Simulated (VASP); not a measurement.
# Pd (Im-3m) in VASP: a series of runs

Runs on Pd. Level: PBE. Tasks: single point.

Program: VASP 6.6.1. These are calculated values, not measurements. Logs are shortened: lines on timing, memory, paths and dates and some standing lists are left out, and cuts for length are marked.

## (1) The structure

Symmetry: Im-3m, No. 229, cubic system. The conventional cell has a = 3.145 Å, b = 3.145 Å, c = 3.145 Å, α = 90.00°, β = 90.00°, γ = 90.00°. Around Pd (site symmetry m-3m) lie 8 Pd at 2.72 Å.

This isn't the form of Pd at room conditions, which is fcc.

## (2) Single point, PBE

File INCAR:

```
SYSTEM = Pd
PREC = Accurate ; ENCUT = 280
EDIFF = 1E-6 ; ISMEAR = 0
SIGMA = 0.1 ; LREAL = .FALSE.
LASPH = .TRUE. ; NELM = 100
ALGO = Normal ; ISIF = 2
LWAVE = .FALSE. ; LCHARG = .FALSE.
GGA = PE ; ADDGRID = .FALSE.
```

File KPOINTS:

```
Automatic mesh
0
G
  7 7 7
  0 0 0
```

File POSCAR:

```
Pd
1.0
   -1.5722810000      1.5722810000      1.5722810000
    1.5722810000     -1.5722810000      1.5722810000
    1.5722810000      1.5722810000     -1.5722810000
Pd
1
Direct
    0.0000000000      0.0000000000      0.0000000000
```

Potentials or basis: VASP PAW PBE potentials, release 64 (Pd).

Launch:

```sh
$ cat potpaw_PBE.64/Pd/POTCAR > POTCAR
$ mpirun -np 1 vasp_std > vasp.out
```

OUTCAR:

```text
SYSTEM = Pd
   PREC = Accurate
   ENCUT = 280
   EDIFF = 1E-6
   ISMEAR = 0
   LREAL = .FALSE.
   LASPH = .TRUE.
   NELM = 100
   ISIF = 2
   GGA = PE

 Found     20 irreducible k-points:

 Following reciprocal coordinates:
            Coordinates               Weight
  0.000000  0.000000  0.000000      1.000000
  0.142857  0.000000  0.000000     12.000000
  0.285714  0.000000  0.000000     12.000000
  0.428571  0.000000  0.000000     12.000000
  0.142857  0.142857  0.000000     24.000000
  0.285714  0.142857  0.000000     48.000000
   k-points           NKPTS =     20   k-points in BZ     NKDIM =     20   number of bands    NBANDS=      9
   number of dos      NEDOS =    301   number of ions     NIONS =      1
   total plane-waves  NPLWV =   4096
   dimension x,y,z NGX =    16 NGY =   16 NGZ =   16
   dimension x,y,z NGXF=    32 NGYF=   32 NGZF=   32
   ions per type =               1
   NGX,Y,Z   is equivalent  to a cutoff of   9.77,  9.77,  9.77 a.u.
   NGXF,Y,Z  is equivalent  to a cutoff of  19.53, 19.53, 19.53 a.u.
 SYSTEM =  Pd
   PREC   = accura    normal or accurate (medium, high low for compatibility)
   ISTART =      0    job   : 0-new  1-cont  2-samecut
   ICHARG =      2    charge: 1-file 2-atom 10-const
   ISPIN  =      1    spin polarized calculation?
   LNONCOLLINEAR =      F non collinear calculations
   LSORBIT =      F    spin-orbit coupling
   LASPH  =      T    aspherical Exc in radial PAW
   ENCUT  =  280.0 eV  20.58 Ry    4.54 a.u.   3.72  3.72  3.72*2*pi/ulx,y,z
   NELM   =    100;   NELMIN=  2; NELMDL= -5     # of ELM steps
   EDIFF  = 0.1E-05   stopping-criterion for ELM
   LREAL  =      F    real-space projection
   EDIFFG = 0.1E-04   stopping-criterion for IOM
   NSW    =      0    number of steps for IOM
   IBRION =     -1    ionic relax: 0-MD 1-quasi-New 2-CG
   NFREE  =      0    steps in history (QN), initial steepest desc. (CG)
   ISIF   =      2    stress and relaxation
   ISYM   =      2    0-nonsym 1-usesym 2-fastsym
   POTIM  = 0.5000    time-step for ionic-motion
   TEBEG  =    0.0;   TEEND  =   0.0 temperature during run
   PSTRESS=    0.0 pullay stress
   NELECT =      10.0000    total number of electrons
   NUPDOWN=      -1.0000    fix difference up-down
   EMIN   =  10.00;   EMAX   =-10.00  energy-range for DOS
   EFERMI =   0.00;   METHOD = LEGACY
   ISMEAR =     0;   SIGMA  =   0.10  broadening in eV -4-tet -1-fermi 0-gaus
   EFERMI_NEDOS =   21; number of points for ismear=-14 and -15
   IALGO  =     38    algorithm
   IMIX   =      4    mixing-type and parameters
     AMIX     =   0.40;   BMIX     =  1.00
     AMIX_MAG =   1.60;   BMIX_MAG =  1.00
  volume/ion in A,a.u.               =      15.55       104.92
  Fermi-wavevector in a.u.,A,eV,Ry     =   1.413160  2.670485 27.171123  1.997021
  Thomas-Fermi vector in A             =   2.534834
   LORBIT       =      0    0 simple, 1 ext, 2 COOP (PROOUT), +10 PAW based schemes
   GGA     = PE    functional components
   LHFCALC =     F    Hartree Fock is set to
   AEXX    =    0.0000 exact exchange contribution
   IVDW    =     0    specifies the selected vdW correction
   LEPSILON=     F    determine dielectric tensor
   LRPA    =     F    only Hartree local field effects (RPA)
 non-spin polarized calculation
 Gauss-broadening in eV      SIGMA  =   0.10
  energy-cutoff  :      280.00
  volume of cell :       15.55
 maximum number of plane-waves:       177
   NGX =  7   NGY =  7   NGZ =  7

 number of electron      10.0000010 magnetization

 Free energy of the ion-electron system (eV)
  ---------------------------------------------------
  ext. energy  EPLUGINS =         0.00000000
  ---------------------------------------------------
  free energy    TOTEN  =        -5.18774684 eV

  energy without entropy =       -5.17657441  energy(sigma->0) =       -5.18216062

 E-fermi :   8.9908     XC(G=0): -12.8503

 val. band max:        8.9843973189   @ k =  -0.4286   0.4286   0.4286
 cond. band min:       9.0097434727   @ k =  -0.2857   0.2857   0.1429
 fundamental gap:      0.0253461538
 Fermi energy:         8.9908494116

 k-point     1 :       0.0000    0.0000    0.0000
  band No.  band energies     occupation
      1       2.1875      2.00000
      2       6.2238      2.00000
      3       6.2238      2.00000
      4       6.2238      2.00000
      5       8.0680      2.00000
      6       8.0680      2.00000
      7      28.1973      0.00000
      8      28.1973      0.00000
      9      28.1973      0.00000

 k-point     2 :       0.1429    0.0000    0.0000
  band No.  band energies     occupation
      1       2.9009      2.00000
      2       5.9955      2.00000
      3       6.2319      2.00000
      4       6.7288      2.00000
      5       7.8515      2.00000
      6       8.0889      2.00000
      7      27.2239      0.00000
      8      27.9957      0.00000
      9      29.0285      0.00000

 k-point     3 :       0.2857    0.0000    0.0000
  band No.  band energies     occupation
      1       4.1225      2.00000
      2       5.5173      2.00000
      3       6.8427      2.00000
      4       7.8021      2.00000
      5       8.0208      2.00000
      6       8.1683      2.00000
      7      22.6224      0.00000
      8      25.9365      0.00000
      9      29.8548      0.00000

 k-point     4 :       0.4286    0.0000    0.0000
  band No.  band energies     occupation
      1       4.0855      2.00000
      2       5.1631      2.00000
      3       7.9565      2.00000
      4       8.2668      2.00000
      5       9.2947      0.00002
      6       9.6121      0.00000
      7      17.5572      0.00000
      8      24.1888      0.00000
      9      26.7321      0.00000

 k-point     5 :       0.1429    0.1429    0.0000
  band No.  band energies     occupation
      1       4.0391      2.00000
      2       5.8590      2.00000
      3       5.8986      2.00000
      4       7.6428      2.00000
      5       7.8651      2.00000
      6       8.2647      2.00000
      7      25.3510      0.00000
      8      25.5705      0.00000
      9      29.4222      0.00000

 k-point     6 :       0.2857    0.1429    0.0000
  band No.  band energies     occupation
      1       4.5738      2.00000
      2       5.4107      2.00000
      3       6.7795      2.00000
      4       7.8017      2.00000
      5       8.3868      2.00000
      6      10.1801      0.00000
      7      20.1069      0.00000
      8      23.4455      0.00000
      9      26.5700      0.00000

 [... further k-points ...]

------------------------ aborting loop because EDIFF is reached ----------------------------------------

  FORCE on cell =-STRESS in cart. coord.  units (eV):
  Direction    XX          YY          ZZ          XY          YZ          ZX
  --------------------------------------------------------------------------------------
  -------------------------------------------------------------------------------------
  Total       -0.0894700     -0.0894700     -0.0894700      0.0000000      0.0000000      0.0000000
  in kB       -9.2201438     -9.2201438     -9.2201438      0.0000000      0.0000000      0.0000000
  external PRESSURE =      -9.2201438 kB  Pullay stress =       0.0000000 kB

 VOLUME and BASIS-vectors are now :
 -----------------------------------------------------------------------------
  energy-cutoff  :      280.00
  volume of cell :       15.55
      direct lattice vectors                 reciprocal lattice vectors
    -1.572281000  1.572281000  1.572281000     0.000000000  0.318009313  0.318009313
     1.572281000 -1.572281000  1.572281000     0.318009313  0.000000000  0.318009313
     1.572281000  1.572281000 -1.572281000     0.318009313  0.318009313  0.000000000

 POSITION                                       TOTAL-FORCE (eV/Angst)
 -----------------------------------------------------------------------------------
      0.00000      0.00000      0.00000        -0.000000      0.000000     -0.000000
 -----------------------------------------------------------------------------------
    total drift:                                0.000000      0.000000     -0.000000

  FREE ENERGIE OF THE ION-ELECTRON SYSTEM (eV)
  ---------------------------------------------------
  free  energy   TOTEN  =        -5.1877468385 eV

  energy  without entropy=       -5.1765744073  energy(sigma->0) =       -5.18216062
```

Run time: 3 s. Hardware: 1 thread of Intel Xeon Platinum 8375C at 2.90GHz (Ice Lake), shared host; peak memory 0.11 GiB.

These settings aren't checked as converged: the numbers below hold their error.

What came out:

| Item | Value |
| --- | --- |
| Free energy | -5.1877 eV |
| Band gap on the k mesh | none (metal or under the smearing width) |

Caveat: the k mesh is coarse (spacing up to 0.40 Å⁻¹), so the values aren't converged; the cutoff is under 1.25 times the usual one of these potentials, so pressure, stress and relaxed cells hold a basis-set (Pulay) error.

## (3) Single point, PBE

INCAR is that of step 2.

KPOINTS is that of step 2.

File POSCAR:

```
Pd
1.0
   -1.5345420000      1.5703810000      1.5719130000
    1.5565800000     -1.5514420000      1.5750130000
    1.5718420000      1.5887420000     -1.5529740000
Pd
1
Direct
    0.0275280000      0.0634310000      0.0341390000
```

Potentials or basis: VASP PAW PBE potentials, release 64 (Pd).

Launch:

```sh
$ cat potpaw_PBE.64/Pd/POTCAR > POTCAR
$ mpirun -np 1 vasp_std > vasp.out
```

Run time: 9.4 s. Hardware: 1 thread of Intel Xeon Platinum 8375C at 2.90GHz (Ice Lake), shared host; peak memory 0.12 GiB.

The run converged, but some of its settings lie outside the range that counts as converged, so its numbers aren't taken as properties of the crystal.

What came out:

- Free energy: -5.1845 eV
- Band gap on the k mesh: none (metal or under the smearing width)

Caveat: the k mesh is coarse (spacing up to 0.40 Å⁻¹), so the values aren't converged; the cutoff is under 1.25 times the usual one of these potentials, so pressure, stress and relaxed cells hold a basis-set (Pulay) error.
